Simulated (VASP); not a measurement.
# VSi23 (a cell with a defect): single point with PBEsol+U

Crystal: VSi23 (a cell with a defect).

```
CELL_PARAMETERS angstrom
0.00000 8.15550 8.15550
5.43700 0.00000 5.43700
5.43700 5.43700 0.00000
ATOMIC_POSITIONS crystal
V 0.99169 0.00201 0.00058
Si 0.00373 0.00169 0.49806
Si 0.00395 0.49694 0.00018
Si 0.00357 0.49991 0.49557
Si 0.32769 0.00456 0.00459
Si 0.33786 0.00001 0.49411
Si 0.33817 0.49436 0.99960
Si 0.33353 0.49990 0.49966
Si 0.66905 0.99937 0.99990
Si 0.66331 0.00076 0.50764
Si 0.66384 0.50757 0.99998
Si 0.66863 0.49908 0.49925
Si 0.08123 0.12605 0.12713
Si 0.08965 0.12709 0.61597
Si 0.09011 0.61726 0.12287
Si 0.08341 0.62633 0.62490
Si 0.42268 0.11982 0.11952
Si 0.41443 0.12412 0.63088
Si 0.41483 0.63102 0.12394
Si 0.41828 0.62424 0.62404
Si 0.73254 0.13694 0.13684
Si 0.75390 0.12342 0.62520
Si 0.75410 0.62463 0.12367
Si 0.75254 0.62462 0.62375
```

* Program: VASP 6.6.1
* Task: single point
* Functional: PBEsol
* Potentials or basis: VASP PAW PBE potentials, release 64 (V_sv, Si)
* Cutoff: 350 eV
* k mesh: 2 × 3 × 3
* Occupations: gaussian, width 0.03 eV
* Spin: collinear spin, ferromagnetic start
* Starting moments: [2.0, 0.0, 0.0, 0.0, 0.0, 0.0, 0.0, 0.0, 0.0, 0.0, 0.0, 0.0, 0.0, 0.0, 0.0, 0.0, 0.0, 0.0, 0.0, 0.0, 0.0, 0.0, 0.0, 0.0] μB
* Fixed moment: 2 μB
* Hubbard terms: V d U = 5 eV

```yaml
Largest_force: 0.290 eV/Å
Net_moment: 2.00 μB per cell
Site_moments: V +2.30; Si +0.00, -0.01, -0.00, -0.05, -0.04 μB
Valence_electrons_inside_the_program's_atomic_spheres: V 11.53; Si 1.70, 1.69, 1.71, 1.76, 1.75
```

Forces on the atoms (eV/Å):
```
V    0.008 -0.026 -0.038
Si  -0.007  0.000  0.020
Si   0.011  0.026  0.005
Si  -0.025  0.013 -0.008
Si   0.003 -0.021 -0.011
Si  -0.005 -0.019  0.017
Si  -0.004  0.022 -0.013
Si  -0.007  0.021  0.019
Si   0.018 -0.027 -0.020
Si  -0.009 -0.022  0.014
Si   0.007  0.010 -0.022
Si   0.009  0.011  0.012
Si   0.156  0.156  0.145
Si  -0.178 -0.141  0.181
Si  -0.176  0.167 -0.139
Si  -0.024  0.008  0.014
Si  -0.014  0.013  0.006
Si   0.015  0.021 -0.021
Si  -0.004 -0.029  0.014
Si   0.013 -0.005  0.001
Si   0.184 -0.148 -0.163
Si   0.014 -0.005 -0.006
Si   0.003 -0.017 -0.001
Si   0.013 -0.007 -0.004
```

Eigenvalues of the final occupation matrices:
```
    site  spin  trace               eigenvalues
site 1 d     1   2.68  0.31 0.35 0.37 0.82 0.82
site 1 d     2   0.39  0.01 0.01 0.10 0.13 0.13
```

Run time: 2.2 min on 4 MPI ranks on Intel(R) Xeon(R) 6975P-C (Granite Rapids), with other jobs on the host, peak memory 0.64 GiB a rank.

Caveat: the cell is charged against a uniform background, so pressure and absolute levels hang on convention; the PAW data sets were made with another functional, which shifts forces and pressure a little; the total moment is fixed, so each spin has its own Fermi level; the U is typed as a test and isn't derived for this compound. The state reached can hang on the start; a lower one may exist.
